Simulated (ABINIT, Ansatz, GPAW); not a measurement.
**Bi: programs and potentials compared**

```xyz
4
Lattice="4.6584 0.0000 0.0000 0.0000 4.5264 0.0000 -0.3460 0.0000 6.5119" Properties=species:S:1:pos:R:3 pbc="T T T"
Bi    0.9120    1.1316    4.8757
Bi    3.4005    3.3948    1.6362
Bi    1.0780    1.1316    1.6207
Bi    3.2345    3.3948    4.8913
```

Alike in all runs: task single point; functional PBEsol; k mesh 6 × 6 × 4; occupations fermi-dirac, width 0.05 eV; no spin polarisation; no spin-orbit coupling. Pressure is positive in compression and, in plane waves, holds the error of the finite cutoff.

| program and potentials | plane-wave cutoff (eV) | notes | band gap (eV) | pressure (GPa) |
| --- | --- | --- | --- | --- |
| ABINIT, JTH PAW PBE v2.0 | 599 | potentials made for PBE | no gap | -1.36 |
| Ansatz, all-electron LAPW, scalar-relativistic | - | - | no gap | -1.35 |
| GPAW, PAW data sets generated for this functional | 600 | - | no gap | -1.46 |

None finds a gap. The pressure spans -1.46 (GPAW, PAW data sets generated for this functional) to -1.35 GPa (Ansatz, all-electron LAPW, scalar-relativistic), with all-electron results at -1.35.

Differences between rows come from potentials, basis sets and numerical settings, since the functional is the same but for its coding. Runs on potential files found faulty are left out.
